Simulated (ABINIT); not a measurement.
The system is WS2 (Tungstenite).

```xyz
6
Lattice="3.1800 0.0000 0.0000 -1.5900 2.7540 0.0000 0.0000 0.0000 12.5000" Properties=species:S:1:pos:R:3 pbc="T T T"
W     1.5900    0.9180    9.3750
W     0.0000    1.8360    3.1250
S     1.5900    0.9180    4.6875
S     0.0000    1.8360   10.9375
S     1.5900    0.9180    1.5625
S     0.0000    1.8360    7.8125
```

| Item | Value |
| --- | --- |
| Program | ABINIT 10.8.3 (patched build) |
| Task | single point |
| Functional | PBEsol |
| Potentials or basis | PseudoDojo NC SR PBEsol v0.4.1 standard |
| Cutoff | 1007 eV |
| k mesh | 10 × 10 × 3 |
| Occupations | fermi-dirac, width 0.05 eV |
| Spin | no spin polarisation |

On this cell: pressure -2.7 GPa; largest force 0.151 eV/Å; band gap on the k mesh 1.08 eV, indirect (least direct gap 2.07 eV).

The same run follows on a disturbed copy (atoms moved at random, drawn with an rms of 0.05 Å):

```
W S
1.0
     3.18000    0.00000    0.00000
    -1.59000    2.75396    0.00000
     0.00000    0.00000   12.50000
W S
2 4
Direct
  0.67041 0.33213 0.74851
  0.35153 0.67611 0.24816
  0.65055 0.32885 0.37056
  0.33238 0.66576 0.86980
  0.68359 0.34050 0.12215
  0.35274 0.67578 0.62642
```

Task: What changes?

Result: The energy moves by +15.0 meV/atom; pressure 0.2 GPa; largest force 1.343 eV/Å; band gap on the k mesh 1.07 eV, indirect (least direct gap 1.89 eV).

Forces in eV/Å, atoms in the order of the input:
```
W    0.187  0.328 -0.153
W   -0.948 -0.459 -0.833
S    0.907  0.376  0.538
S    0.166 -0.013  0.802
S    0.040  0.081  0.302
S   -0.353 -0.313 -0.656
```

Stress tensor (GPa, compression positive):
```
-2.04 -0.64  3.01
-0.64 -1.16  1.29
 3.01  1.29  3.88
```

Caveats: spin-orbit coupling is left out, which moves the levels of the heavy elements; an odd mesh through Γ misses points on the zone boundary, where band edges often lie; this functional lacks dispersion, which binds the layers, so the pressure and a relaxed spacing across them are unreliable (some runs).
